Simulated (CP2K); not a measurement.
The system is Si2W.

```
W Si
1.0
     4.52671    0.00000    0.00000
     2.24503    3.93077    0.00000
    -3.38587   -1.96538    2.27250
W Si
1 2
Direct
  0.00000 0.00000 0.00000
  0.66530 0.66530 0.00000
  0.33470 0.33470 0.00000
```

Base run:

* Program: CP2K 2026.2
* Functional: BLYP
* Potentials or basis: POTENTIAL_UZH W GTH-PBE-q14, Si GTH-PBE-q4; TZVP-MOLOPT-PBE-GTH basis
* Density cutoff: 9184 eV
* k mesh: 12 × 12 × 12
* Occupations: fermi-dirac, width 0.05 eV
* Spin: no spin polarisation

Its results: band gap on the k mesh none (metal or under the smearing width); pressure 10.2 GPa.

**Question.** After a change of settings the same cell gave: band gap on the k mesh none (metal or under the smearing width); pressure -0.1 GPa. Which change was it?
A. functional from BLYP to SCAN
B. functional from BLYP to LDA
C. functional from BLYP to HLE16

**Answer.** A.

Caveats: the potentials were made for another functional, which shifts forces and pressure; spin-orbit coupling is left out, which moves the levels of the heavy elements; the basis of atomic orbitals isn't converged, which shifts pressures, moduli and gaps.

Runs at the PBE level aren't shown here.
